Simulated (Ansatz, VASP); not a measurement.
**InPd in VASP and in Ansatz**

```
In Pd
1.0
     3.38244    0.00000    0.00000
     0.00000    3.38244    0.00000
     0.00000    0.00000    3.15091
In Pd
1 1
Direct
  0.98385 0.00000 0.00000
  0.51743 0.50000 0.50000
```

Change from the starting cell: mode 4 frozen in at -0.058 Å, strain +e along z and -e/2 along x and y -0.0467.

Alike in both runs: task single point; functional PBE; k mesh 14 × 14 × 14; occupations gaussian, width 0.15 eV; no spin polarisation.

|  | VASP | Ansatz |
| --- | --- | --- |
| version | VASP 6.6.1 | Ansatz 0.2.0 |
| potentials or method | VASP PAW PBE potentials, release 64 (In_d, Pd) | scalar-relativistic, plane waves, PAW |
| plane-wave cutoff (eV) | 520 | 420 |
| valence electrons in the cell | 23 | 31 |

Ansatz gave:

* gap on the k mesh at the Fermi level (eV): none
* pressure (GPa): 0.9
* largest component of the traceless stress (GPa): 1.75
* rms of the force components (eV/Å): 0.241

Question: What did VASP give for the same quantities?

Answer: gap on the k mesh at the Fermi level (eV): none; pressure (GPa): 0.9; largest component of the traceless stress (GPa): 1.75; rms of the force components (eV/Å): 0.244.

Atom by atom the forces differ by 0.004 eV/Å (rms over components). A gap of «none» marks a metal or a gap that the smearing closes. The two sets of potentials don't hold the same shells in valence.
